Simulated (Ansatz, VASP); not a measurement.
This is a calculation of Na for Ansatz 0.2.0.

input.yaml

```yaml
crystal:
  lattice:
    - [3.767, 0.0, 0.0]
    - [-1.8835, 3.2623176961, 0.0]
    - [0.0, 0.0, 6.154]
  atoms:
    - { symbol: Na, position: [0.655492, 0.323781, 0.749898] }
    - { symbol: Na, position: [0.322962, 0.658559, 0.248059] }
kpoints:
  mp_grid: { grid: [8, 8, 5] }
scf:
  occupations: { method: fermi_dirac, width: 0.05 }
hamiltonian:
  xc: pbesol
  pseudopotentials: { kind: all_electron, lapw: { basis_error: 0.001 } }
output:
  forces: true
  stress: true
  eigenvalues: true
  populations: true
```

Potentials or basis: all-electron LAPW, scalar-relativistic.

Command:

```sh
$ ansatz run input.yaml --threads 1 --pin off --max-ram 3072MiB --backend cpu --events-out ev --progress --plain --runs-dir out
```

**Question.** Set up the same calculation for VASP 6.6.1. Potentials there: VASP PAW PBE potentials, release 64 (Na_pv).

**Answer.** As run (the cutoff follows the program's own potentials):

The input INCAR:

```
SYSTEM = Na
  PREC = Accurate
  ENCUT = 520
  EDIFF = 1E-6
  ISMEAR = -1
  SIGMA = 0.05
  LREAL = .FALSE.
  LASPH = .TRUE.
  NELM = 80
  ALGO = Fast
  ISIF = 2
  LWAVE = .FALSE.
  LCHARG = .FALSE.
  GGA = PS
  NBANDS = 14
```

Contents of KPOINTS:

```
regular mesh
0
G
  8 8 5
  0 0 0
```

File POSCAR:

```
Na
1.0
    3.7670000000      0.0000000000      0.0000000000
   -1.8835000000      3.2623176961      0.0000000000
    0.0000000000      0.0000000000      6.1540000000
Na
2
Direct
    0.6554920000      0.3237810000      0.7498980000
    0.3229620000      0.6585590000      0.2480590000
```

Potentials or basis: VASP PAW PBE potentials, release 64 (Na_pv).

Command:

```console
$ cat potpaw_PBE.64/Na_pv/POTCAR > POTCAR
$ mpirun -np 1 vasp_std > vasp.out
```

Both were run:

|  | VASP | Ansatz | Ansatz less VASP |
| --- | --- | --- | --- |
| gap on the k mesh at the Fermi level (eV) | none | none | - |
| pressure (GPa) | -0.3 | -0.3 | +0.04 |
| largest component of the traceless stress (GPa) | 0.16 | 0.16 | +0.002 |
| rms of the force components (eV/Å) | 0.005 | 0.005 | -0.0002 |

Atom by atom the forces differ by 0.000 eV/Å (rms over components). A gap of «none» marks a metal or a gap that the smearing closes. Ansatz ran all-electron here, so the differences hold the error of VASP's frozen core and of both bases.

Caveats: the PAW data sets were made with another functional, which shifts forces and pressure a little (VASP).
